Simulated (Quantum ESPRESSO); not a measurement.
# Si2Mo under changes of volume

One of the cells (13.416 Å³/atom); the others are scaled copies at fixed shape and fractional positions:

```
Mo Si
1.0
    -1.60000    1.60000    3.93050
     1.60000   -1.60000    3.93050
     1.60000    1.60000   -3.93050
Mo Si
1 2
Direct
  0.00000 0.00000 0.00000
  0.66700 0.66700 0.00000
  0.33300 0.33300 0.00000
```

| Property | Result |
| --- | --- |
| Program | Quantum ESPRESSO 7.5 |
| Functional | PBEsol |
| Potentials or basis | GBRV 1.5 PBEsol |
| Cutoff | 612 eV |
| Density cutoff | 4898 eV |
| k mesh | 12 × 12 × 12 |
| Occupations | fermi-dirac, width 0.05 eV |
| Spin | no spin polarisation |

```csv
volume (Å³/atom),energy over the lowest point (meV/atom),pressure (GPa)
12.611,?,?
12.879,6.69,6.3
13.148,0.00,1.4
13.416,1.17,-3.1
13.684,9.40,-7.1
13.953,23.94,-10.6
14.221,44.14,-13.8
```

Q: What does the run at 12.611 Å³/atom give?

A: Energy over the lowest point 22.15 meV/atom; pressure 11.8 GPa.

Worked out: A Birch-Murnaghan fit of order 3 (a polynomial in V^(-2/3)) to the other rows has its minimum at 13.24 Å³/atom with B0 = V·E''(V) = 223 GPa and B' = 4.4 at fixed shape and positions, which overstates the stiffness. It gives 22.10 meV/atom at 12.611 Å³/atom, against the run's 22.15, and -dE/dV = 12.0 GPa, against 11.8.

Energies are extrapolated to zero smearing.
